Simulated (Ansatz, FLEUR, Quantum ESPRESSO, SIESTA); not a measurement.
## C: programs and potentials compared

```
CELL_PARAMETERS angstrom
2.52210 0.00000 0.00000
-1.26105 2.18420 0.00000
0.00000 0.00000 12.35570
ATOMIC_POSITIONS crystal
C 0.66667 0.33333 0.35417
C 0.33333 0.66667 0.85417
C 0.66667 0.33333 0.14583
C 0.33333 0.66667 0.64583
C 0.66667 0.33333 0.47917
C 0.33333 0.66667 0.97917
C 0.66667 0.33333 0.02083
C 0.33333 0.66667 0.52083
C 0.00000 0.00000 0.81250
C 0.00000 0.00000 0.31250
C 0.00000 0.00000 0.68750
C 0.00000 0.00000 0.18750
```

Alike in all runs: task band structure; functional PBE; k mesh 12 × 12 × 3; occupations fermi-dirac, width 0.05 eV; no spin polarisation; no spin-orbit coupling. Pressure is positive in compression and, in plane waves, holds the error of the finite cutoff, which Ansatz's Pulay term estimates and takes out. Gaps are the smaller of the mesh's and the band path's.

| program and potentials | plane-wave cutoff (eV) | notes | band gap (eV) | pressure (GPa) | largest force (eV/Å) |
| --- | --- | --- | --- | --- | --- |
| Ansatz, Ansatz PAW polarizable | 420 | Pulay term of +1.04 GPa included | 4.37 | 2.08 | 0.331 |
| Ansatz, Ansatz PAW | 420 | Pulay term of +1.04 GPa included | 4.37 | 2.08 | 0.331 |
| SIESTA, files PseudoDojo sr-pbe-0.4.1-standard, TZP (energy shift 0.02 Ry) | - | atomic basis | 4.46 | 7.01 | 0.335 |
| FLEUR, all-electron, FLAPW | - | - | 4.37 | - | - |
| Ansatz, JTH PAW | 780 | Pulay term of +0.24 GPa included | 4.36 | 1.42 | 0.331 |
| Quantum ESPRESSO, SSSP 1.3 efficiency PBE | 748 | - | 4.38 | 2.25 | 0.331 |
| SIESTA, files PseudoDojo sr-pbe-0.4.1-standard, DZP (energy shift 0.005 Ry) | - | atomic basis | 4.49 | 9.50 | 0.335 |

Force on atom 9 (C), eV/Å:

```
                                                     program and potentials      x      y      z
                                             Ansatz, Ansatz PAW polarizable  0.000  0.000  0.331
                                                         Ansatz, Ansatz PAW  0.000  0.000  0.331
 SIESTA, files PseudoDojo sr-pbe-0.4.1-standard, TZP (energy shift 0.02 Ry)  0.000  0.000  0.335
                                                            Ansatz, JTH PAW  0.000  0.000  0.331
                                  Quantum ESPRESSO, SSSP 1.3 efficiency PBE  0.000  0.000  0.331
SIESTA, files PseudoDojo sr-pbe-0.4.1-standard, DZP (energy shift 0.005 Ry)  0.000  0.000  0.335
```

The band gap spans 4.36 (Ansatz, JTH PAW) to 4.49 eV (SIESTA, files PseudoDojo sr-pbe-0.4.1-standard, DZP (energy shift 0.005 Ry)), with all-electron results at 4.37. The pressure spans 1.42 (Ansatz, JTH PAW) to 9.50 GPa (SIESTA, files PseudoDojo sr-pbe-0.4.1-standard, DZP (energy shift 0.005 Ry)). The paths' points differ, which is worth about 0.01 eV. Rows in atomic bases carry the error of their basis and grid, which can be large.

The functional is the same throughout but for its coding, so the spread measures potentials, basis and numerics; runs on potential files found faulty are left out.
